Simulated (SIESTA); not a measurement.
CdSe:

```
CELL_PARAMETERS angstrom
0.00000 3.07027 3.07027
3.07027 0.00000 3.07027
3.07027 3.07027 0.00000
ATOMIC_POSITIONS crystal
Cd 0.00000 0.00000 0.00000
Se 0.25000 0.25000 0.25000
```

Measurements of this composition are mostly on another form, of space group No. 186.

Base run:

```yaml
Program: SIESTA 5.4.2
Functional: PBE
Potentials_or_basis: PseudoDojo 0.4 standard (PBE files)
Basis: DZP (energy shift 0.003 Ry; two zetas on semicore shells)
Grid_cutoff: 800 Ry
Energy_shift: 0.003 Ry
k_mesh: 8 × 8 × 8
Occupations: fermi-dirac, width 0.05 eV
Spin: no spin polarisation
```

Its results: band gap on the k mesh 0.78 eV, direct; pressure 1.4 GPa.

Problem. The run is repeated on the same cell with these changes: basis from DZP (energy shift 0.003 Ry; two zetas on semicore shells) to TZP (energy shift 0.003 Ry; two zetas on semicore shells). What comes out?

Solution. Band gap on the k mesh 0.69 eV, direct; pressure 1.6 GPa.

Caveats: the basis of atomic orbitals isn't converged, which shifts pressures, moduli and gaps.

Not every run made on this cell is shown here.
